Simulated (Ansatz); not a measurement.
## Al: opening a crack plane

Al, Fm-3m, a = 3.983 Å. Ansatz: PBE+D3(BJ), PAW, 420 eV, Γ-centred 24×24×5 mesh on 6 atoms, Gaussian smearing 0.15 eV; no spin polarisation. One cut on (111) per cell of 6 atoms is opened rigidly by x, between planes of Al and Al that stand 2.30 Å apart; y is the energy per area (6.868 Å², 1 eV/Å² = 16.02 J/m²).

| x (Å) | y (J/m²) |
| --- | --- |
| 0.00 | 0.000 |
| 0.25 | 0.153 |
| 0.50 | 0.476 |
| 0.75 | 0.829 |
| 1.00 | 1.154 |
| 1.50 | 1.653 |
| 2.00 | ? |
| 3.00 | 2.254 |
| 4.50 | 2.370 |
| 6.00 | 2.407 |

Problem. Fit the universal binding curve y = W[1 − (1 + x/l) e^(−x/l)] to the other rows, give the peak stress, and predict the missing value.

Solution. Least squares gives W = 2.38 J/m² and l = 0.617 Å. The stress dy/dx peaks at x = l with W/(e l) = 14.2 GPa, for rigid faces. At x = 2.00: x/l = 3.241, y = 1.985 J/m². The run gave 1.968 J/m², so the fit is 0.017 J/m² too high, within twice the rms miss on the fitted rows (0.014 J/m²).

Cost: 12 runs of about 2.5 core-minutes in all, on Intel Xeon 6975P-C (Granite Rapids) (shared hosts).